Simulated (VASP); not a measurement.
Write an ASE script for VASP 6.6.1 that does the following.

* Task: single point
* Functional: PBEsol
* Potentials or basis: VASP PAW PBE potentials, release 64 (S, Li)
* Cutoff: 500 eV
* k mesh: 8 × 8 × 8
* Occupations: gaussian, width 0.02 eV
* Spin: no spin polarisation
* Further INCAR settings: ALGO = Normal; EDIFF = 1.00e-06

The structure of Li2S lies in Li2S.xyz:

```xyz
3
Lattice="0.0000000000 2.8445000000 2.8445000000 2.8445000000 0.0000000000 2.8445000000 2.8445000000 2.8445000000 0.0000000000" Properties=species:S:1:pos:R:3 pbc="T T T"
S      0.0000000000      0.0000000000      0.0000000000
Li     4.2667500000      4.2667500000      4.2667500000
Li     1.4222500000      1.4222500000      1.4222500000
```

These files were run (other wordings do the same):

run.py

```python
from ase.calculators.vasp import Vasp
from ase.dft.bandgap import bandgap
from ase.io import read

atoms = read('Li2S.xyz')
calc = Vasp(
    directory='calc',
    xc='pbesol',
    pp='PBE',
    setups='minimal',
    prec='Accurate',
    encut=500,
    ediff=1e-06,
    ismear=0,
    sigma=0.02,
    lreal=False,
    lasph=True,
    nelm=60,
    algo='Normal',
    isif=2,
    lwave=False,
    lcharg=False,
    kpts=[8, 8, 8],
    gamma=True,
)
atoms.calc = calc

print('energy (eV):', atoms.get_potential_energy())
print('free energy (eV):', atoms.get_potential_energy(force_consistent=True))
print('forces (eV/A):')
print(atoms.get_forces())
print('stress (eV/A^3, Voigt):', atoms.get_stress())
print('Fermi level (eV):', calc.get_fermi_level())
gap, top, bottom = bandgap(calc)
print('band gap (eV):', gap, 'from (spin, k, band)', top, 'to', bottom)
```

Potentials or basis: VASP PAW PBE potentials, release 64 (S, Li).

Run with:

```console
$ python run.py
```

It gave:

```
Pressure               : -0.5 GPa
Band gap on the k mesh : 3.22 eV, indirect (least direct gap 4.13 eV)
```

Caveat: the PAW data sets were made with another functional, which shifts forces and pressure a little.

Run time: 14 s on 1 thread of Intel(R) Xeon(R) Platinum 8259CL CPU @ 2.50GHz (Skylake/Cascade Lake), on a shared host, peak memory 0.15 GiB.
